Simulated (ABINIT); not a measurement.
A run of ABINIT 10.8.3 (patched build):

File run.abi:

```
ndtset 3

pp_dirpath "./"
pseudos "Si.upf, C.upf"

acell 3.076 3.076 5.048 Angstrom
rprim
     1.0000000000     0.0000000000     0.0000000000
    -0.5000000000     0.8660254038     0.0000000000
     0.0000000000     0.0000000000     1.0000000000
ntypat 2
znucl 14 6
natom 4
typat 1 1 2 2
xred
            2/3            1/3            1/2
            1/3            2/3            0.0
            2/3            1/3   0.8850000000
            1/3            2/3   0.3850000000

ecut 1006.821291 eV

ngkpt 8 8 4
nshiftk 1
shiftk 0.0 0.0 0.5

ixc 11

nband 8
occopt 1

nstep 80
diemac 6.0

prteig 0
prtebands 0
prtwf 0
prtden 0
prtpot 0

kptopt1 1
tolvrs1 1.0e-15
prtwf1 1

iscf2 -3
rfelfd2 2
rfdir2 1 1 1
getwfk2 1
kptopt2 2
nqpt2 1
qpt2 0.0 0.0 0.0
tolwfr2 1.0e-18
prtwf2 1

rfelfd3 3
rfdir3 1 1 1
getwfk3 1
getddk3 2
kptopt3 2
nqpt3 1
qpt3 0.0 0.0 0.0
tolvrs3 1.0e-8
```

mrgddb.in

```
merged_DDB
SiC
2
runo_DS1_DDB
runo_DS3_DDB
```

Contents of anaddb.abi:

```
ddb_filepath "merged_DDB"
output_file "anaddb.abo"
outdata_prefix "ana"
asr 1
chneut 1
dipdip 1
dieflag 2
enunit 0
```

Potentials or basis: PseudoDojo NC SR PBE v0.4.1 standard.

Run with:

```bash
$ abinit run.abi > log 2>&1
$ mrgddb < mrgddb.in > mrgddb.log 2>&1
$ anaddb anaddb.abi > anaddb.log 2>&1
```

Hardware: 1 thread of Arm Neoverse V2, on a shared host.

**Question.** Estimate the wall time of this run.

**Answer.** Wall time 5.6 min on 1 thread of Arm Neoverse V2, on a shared host, peak memory 0.22 GiB. Counts: scf iterations 65, mpi ranks 1, k points 20, bands 8, plane waves 3022.
